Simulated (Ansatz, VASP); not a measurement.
**One calculation of Cr, two programs**

```xyz
2
Lattice="2.7580 0.0000 0.0000 0.0000 2.7580 0.0000 0.0000 0.0000 2.8497" Properties=species:S:1:pos:R:3 pbc="T T T"
Cr    0.0000    0.0000    0.0000
Cr    1.3790    1.3790    1.4249
```

Change from the starting cell: biaxial strain in the a-b plane, c and atoms relaxed: -2.0 %.

Alike in both runs: functional PBEsol; k mesh 14 × 14 × 14; occupations gaussian, width 0.1 eV; no spin polarisation.

Ansatz relaxed the structure, and its values are those at the end. VASP's run is a single point on that final structure, the one shown.

|  | VASP | Ansatz |
| --- | --- | --- |
| version | VASP 6.6.1 | Ansatz 0.2.0 |
| potentials or method | VASP PAW PBE potentials, release 64 (Cr_pv) | scalar-relativistic, plane waves, PAW |
| plane-wave cutoff (eV) | 520 | 420 |
| valence electrons in the cell | 24 | 28 |

```tsv
	VASP	Ansatz	Ansatz less VASP
gap on the k mesh at the Fermi level (eV)	none	none	-
pressure (GPa)	8.0	8.6	+0.63
```

A gap of «none» marks a metal or a gap that the smearing closes. With one functional, cell and mesh, what is left measures potentials, basis and numerics. The two sets of potentials don't hold the same shells in valence.

Caveats: the PAW data sets were made with another functional, which shifts forces and pressure a little (VASP); the run has no spin polarisation, though such a crystal can be magnetic. Spin polarisation is off, so any magnetic state and its effect on volume and gap are missing.
